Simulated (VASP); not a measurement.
Write the native input for VASP 6.6.1 that does the following.

| Quantity | Value |
| --- | --- |
| Task | single point |
| Functional | PBE |
| Potentials or basis | VASP PAW PBE potentials, release 64 (Pb_d, Te) |
| Cutoff | 520 eV |
| k mesh | 7 × 7 × 7 |
| Occupations | gaussian, width 0.021 eV |
| Spin | no spin polarisation |
| Further INCAR settings | ALGO = Normal; EDIFF = 1e-06 |

The structure of TePb lies in POSCAR:

```
TePb
1.0
    0.0000000000      3.2310000000      3.2310000000
    3.2310000000      0.0000000000      3.2310000000
    3.2310000000      3.2310000000      0.0000000000
Pb Te
1 1
Direct
    0.0000000000      0.0000000000      0.0000000000
    0.5000000000      0.5000000000      0.5000000000
```

These files were run (other wordings do the same):

INCAR

```
SYSTEM = TePb
ALGO     = Normal         ! electronic algorithm
EDIFF    = 1E-6           ! SCF threshold, eV
ENCUT    = 520            ! plane-wave cutoff, eV
GGA      = PE             ! functional
ISIF     = 2              ! what is computed and relaxed
ISMEAR   = 0              ! smearing method
LASPH    = .TRUE.         ! aspherical terms in the spheres
LCHARG   = .FALSE.        ! write CHGCAR
LREAL    = .FALSE.        ! projectors in reciprocal space
LWAVE    = .FALSE.        ! write WAVECAR
NELM     = 100            ! most SCF steps
PREC     = Accurate       ! precision mode
SIGMA    = 0.020999999999999998 ! smearing width, eV
```

KPOINTS

```
k-points
0
G
  7 7 7
  0 0 0
```

Potentials or basis: VASP PAW PBE potentials, release 64 (Pb_d, Te).

Launch:

```bash
$ cat potpaw_PBE.64/Pb_d/POTCAR potpaw_PBE.64/Te/POTCAR > POTCAR
$ mpirun -np 1 vasp_std > vasp.out
```

It gave:

```
Pressure : 2.1 GPa
```

Run time: 25 s on 1 thread of Intel(R) Xeon(R) Platinum 8488C (Sapphire Rapids) (shared host), peak memory 0.2 GiB.
